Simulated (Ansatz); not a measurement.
TaN:

```
Ta N
1.0
     3.04800    0.00000    0.00000
    -1.52400    2.63965    0.00000
     0.00000    0.00000    4.91800
Ta N
2 2
Cartesian
  0.0000 0.0000 0.0000
  0.0000 0.0000 2.4590
  0.0000 1.7598 1.2295
  1.5240 0.8799 3.6885
```

Alike in all runs: program Ansatz 0.2.0; functional LDA; potentials or basis Ansatz PAW; cutoff 420 eV (not typed: the program's choice for these potentials); k mesh 7 × 7 × 4; occupations gaussian, width 0.05 eV; hubbard terms Ta d U = 6 eV.

The same cell was started in several ways:

```tsv
start	free energy over the lowest (meV/atom)	net moment (μB)	site or absolute moments (μB)	gap
collinear spin, random start of up to 0.41 μB	20.1	0.00	Ta +0.15, -0.15; N +0.00	none (metal or under the smearing width)
non-collinear spin, random start of up to 0.44 μB	0.0	0.18	absolute 1.25	none (metal or under the smearing width)
collinear spin, program default start	21.0	-1.46	Ta -0.32; N -0.03	none (metal or under the smearing width)
```

The spin-polarised runs without a constraint all converged, yet they end up to 21 meV/atom apart: a converged run can sit in a state that isn't the lowest. A still lower state may exist.

Caveats: the magnetic or orbital state may not be the lowest; the cell is far from rest, so the order of the states can change on relaxing; the starting moments weren't kept (some runs).
